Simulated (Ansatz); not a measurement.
InP under changes of volume

One of the cells (25.167 Å³/atom); the others are scaled copies at fixed shape and fractional positions:

```
In P
1.0
     0.00000    2.93050    2.93050
     2.93050    0.00000    2.93050
     2.93050    2.93050    0.00000
In P
1 1
Direct
  0.00000 0.00000 0.00000
  0.75000 0.75000 0.75000
```

```yaml
Program: Ansatz 0.2.0
Functional: BLYP
Dispersion: D3(BJ)
Potentials_or_basis: Ansatz PAW
Cutoff: "420 eV (not typed: the program's choice for these potentials)"
k_mesh: 8 × 8 × 8
Occupations: fermi-dirac, width 0.05 eV
Spin: no spin polarisation
```

```csv
volume (Å³/atom),energy over the lowest point (meV/atom),pressure (GPa),gap on the mesh (eV)
23.657,39.76,6.5,0.95
24.160,22.19,4.7,0.83
24.663,?,?,?
25.167,2.87,1.6,0.60
25.670,0.00,0.3,0.49
26.173,1.03,-0.9,0.38
26.677,5.56,-1.9,0.27
```

Q: What does the run at 24.663 Å³/atom give?

A: Energy over the lowest point 10.09 meV/atom; pressure 3.0 GPa; gap on the mesh 0.71 eV.

Worked out: A Birch-Murnaghan fit of order 3 (a polynomial in V^(-2/3)) to the other rows has its minimum at 25.78 Å³/atom with B0 = V·E''(V) = 62 GPa and B' = 4.8. It gives 10.10 meV/atom at 24.663 Å³/atom, against the run's 10.09, and -dE/dV = 3.0 GPa, against 3.0. A straight line through the other rows of the gap, of slope -5.65 eV per unit of ln V (its deformation potential), gives 0.71 eV, against the run's 0.71.

Energies are extrapolated to zero smearing.

Caveats: spin-orbit coupling is left out, which moves the levels of the heavy elements; the PAW data sets come from PBE, with cores solved anew for the run's functional, which leaves a small shift of forces and pressure.
